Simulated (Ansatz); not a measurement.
**Molecular dynamics of Mg**

Input file:

```yaml
crystal:
  lattice:
    - [10.08925, 0.0, 0.0]
    - [-5.044625, 8.737547, 0.0]
    - [0.0, 0.0, 10.923295]
  atoms:
    - { symbol: Mg, position: [0.19182049, 0.13804261, -0.02233472] }
    - { symbol: Mg, position: [0.06395622, 0.30239977, 0.15522978] }
    - { symbol: Mg, position: [0.05174851, 0.08825623, 0.44620248] }
    - { symbol: Mg, position: [0.30992291, 0.21162211, 0.60709293] }
    - { symbol: Mg, position: [-0.16893109, 0.04583048, -0.02014179] }
    - { symbol: Mg, position: [0.11977445, 0.56477131, 0.3384518] }
    - { symbol: Mg, position: [0.05465181, 0.55494281, 0.67925976] }
    - { symbol: Mg, position: [0.07433371, 0.3461076, 0.90546713] }
    - { symbol: Mg, position: [-0.04029896, 0.55409028, 0.03810196] }
    - { symbol: Mg, position: [0.02887942, 0.79346748, 0.2167779] }
    - { symbol: Mg, position: [-0.05922637, 0.76072565, 0.50888994] }
    - { symbol: Mg, position: [0.09957605, 0.910113, 0.77447682] }
    - { symbol: Mg, position: [0.29946165, -0.07522787, 0.01440798] }
    - { symbol: Mg, position: [0.39028385, 0.25723996, 0.2075731] }
    - { symbol: Mg, position: [0.24817799, -0.15718338, 0.55266066] }
    - { symbol: Mg, position: [0.5277053, 0.1347176, 0.53709682] }
    - { symbol: Mg, position: [0.4867877, 0.41042221, -0.14363339] }
    - { symbol: Mg, position: [0.4960966, 0.61932189, 0.20037984] }
    - { symbol: Mg, position: [0.30212276, 0.42947147, 0.40334057] }
    - { symbol: Mg, position: [0.31235444, 0.58412518, 0.74285044] }
    - { symbol: Mg, position: [0.27833232, 0.61857242, 0.04030943] }
    - { symbol: Mg, position: [0.38404157, 0.87876386, 0.27034427] }
    - { symbol: Mg, position: [0.48313074, 0.76999659, 0.55502668] }
    - { symbol: Mg, position: [0.41938869, 0.94940417, 0.75160207] }
    - { symbol: Mg, position: [0.5606877, -0.2017993, -0.04982604] }
    - { symbol: Mg, position: [0.59835054, 0.13300881, 0.15615672] }
    - { symbol: Mg, position: [0.73381644, 0.0164743, 0.36336978] }
    - { symbol: Mg, position: [0.78264176, 0.0710191, 0.75107218] }
    - { symbol: Mg, position: [0.71097636, 0.30585301, -0.09323928] }
    - { symbol: Mg, position: [0.66692852, 0.49650089, 0.15719632] }
    - { symbol: Mg, position: [0.76164722, 0.38530767, 0.37733867] }
    - { symbol: Mg, position: [0.77568919, 0.54307067, 0.73508074] }
    - { symbol: Mg, position: [0.80898635, 0.74403408, -0.07063891] }
    - { symbol: Mg, position: [0.80138068, 0.87893193, 0.18239744] }
    - { symbol: Mg, position: [0.62077914, 0.53606475, 0.4694284] }
    - { symbol: Mg, position: [0.76388341, 0.82733579, 0.70365537] }
basis:
  ecutwfc: 420.0
kpoints:
  mp_grid: { grid: [1, 1, 1] }
hamiltonian:
  xc: pbe
scf:
  occupations: { method: fermi_dirac, width: 0.16 }
  lower_state_search: "off"
md:
  timestep: 2
  n_steps: 400
  ensemble: nvt_langevin
  temperature: 1440.0
  initial_velocities: maxwell_boltzmann
  seed: 745062
  friction: 0.02
  temperature_schedule:
    - { n_steps: 300, end_temperature: 300.0 }
    - { n_steps: 100, end_temperature: 300.0 }
```

Command:

```bash
$ ansatz run input.yaml --threads 4 --pin off --max-ram 10240MiB --backend cpu --events-out ev --progress --plain --runs-dir out
```

It goes on from the last frame of an earlier run, with new velocities.

Output, in part (step lines):

```
md step     0: t =     0.00 fs  T =  1400.0 K (target 1440.0 K)  F+E_penalty+E_count = -69236.65486753 eV  E_kin = 6.514704 eV  (11 SCF iters)
md step     1: t =     2.00 fs  T =  1384.3 K (target 1438.1 K)  F+E_penalty+E_count = -69236.66808019 eV  E_kin = 6.441446 eV  (7 SCF iters)
md step     2: t =     4.00 fs  T =  1386.0 K (target 1434.3 K)  F+E_penalty+E_count = -69236.67831196 eV  E_kin = 6.449493 eV  (7 SCF iters)
md step     3: t =     6.00 fs  T =  1401.7 K (target 1430.5 K)  F+E_penalty+E_count = -69236.69392096 eV  E_kin = 6.522728 eV  (7 SCF iters)
md step     4: t =     8.00 fs  T =  1469.5 K (target 1426.7 K)  F+E_penalty+E_count = -69236.69898993 eV  E_kin = 6.838003 eV  (7 SCF iters)
md step     5: t =    10.00 fs  T =  1460.4 K (target 1422.9 K)  F+E_penalty+E_count = -69236.68822958 eV  E_kin = 6.795910 eV  (6 SCF iters)
md step     6: t =    12.00 fs  T =  1318.8 K (target 1419.1 K)  F+E_penalty+E_count = -69236.66737507 eV  E_kin = 6.136835 eV  (6 SCF iters)
md step     7: t =    14.00 fs  T =  1302.9 K (target 1415.3 K)  F+E_penalty+E_count = -69236.65594251 eV  E_kin = 6.062969 eV  (5 SCF iters)
[... lines left out ...]
```

The steps, from the saved trajectory:

```tsv
time (fs)	T (K)	potential energy less start (eV)
0.0	1400	0.000
26.0	1135	0.004
52.0	1168	0.532
78.0	1273	0.287
104.0	1463	0.140
130.0	1229	0.530
156.0	942	0.207
182.0	1089	-1.062
208.0	1214	-1.354
234.0	1203	-1.461
260.0	1112	-1.902
286.0	1190	-2.306
312.0	1069	-1.909
338.0	907	-1.656
364.0	764	-1.936
390.0	657	-1.765
416.0	650	-3.009
442.0	760	-3.415
468.0	720	-3.269
494.0	512	-3.045
520.0	621	-3.672
546.0	578	-3.633
572.0	516	-3.803
598.0	381	-4.228
624.0	344	-4.495
650.0	334	-4.595
676.0	378	-4.579
702.0	397	-4.342
728.0	458	-4.472
754.0	325	-4.699
780.0	336	-5.265
```

All steps were run. The schedule's set-point averaged 395 K over the second half and the system 499 K, so it lags behind the ramp. A run of 0.8 ps of so small a system gives no equilibrium averages. Limits of this set-up: coarse k mesh.

Mean squared displacements from the first frame to the last, about the centre of mass: Mg 1.56 Å².

Last frame:

```xyz
36
Lattice="10.0892 0.0000 0.0000 -5.0446 8.7375 0.0000 0.0000 0.0000 10.9233" Properties=species:S:1:pos:R:3
Mg 1.176 0.484 0.333
Mg -0.779 1.551 2.396
Mg -0.252 0.467 5.502
Mg 1.874 2.143 7.247
Mg -1.749 0.057 -0.471
Mg -1.446 4.984 5.060
Mg -2.091 5.472 7.760
Mg -1.962 3.357 10.569
Mg -3.333 6.208 -0.453
Mg -3.152 8.333 3.302
Mg -4.482 5.891 5.717
Mg -4.295 7.933 8.315
Mg 3.924 -0.903 0.896
Mg 3.916 1.762 2.088
Mg 2.759 -0.956 6.079
Mg 4.144 1.601 4.994
Mg 3.048 2.677 -0.915
Mg 1.353 6.257 1.517
Mg 1.652 2.729 3.973
Mg 0.581 4.655 9.110
Mg -1.860 5.273 2.163
Mg -0.104 7.529 3.707
Mg 0.379 6.696 6.688
Mg -0.523 9.532 7.891
Mg 5.784 -1.260 -1.296
Mg 6.640 0.509 2.231
Mg 7.724 -1.737 4.752
Mg 9.145 1.692 8.188
Mg 5.548 1.445 -0.371
Mg 5.572 3.953 0.906
Mg 6.600 3.252 3.661
Mg 5.750 3.963 8.752
Mg 3.663 5.844 -0.764
Mg 4.215 7.280 2.223
Mg 4.052 4.539 3.289
Mg 2.910 7.632 7.674
```

Run time: 11 min on 4 threads of Intel(R) Xeon(R) 6975P-C (Granite Rapids) (shared host), peak memory 1.1 GiB.
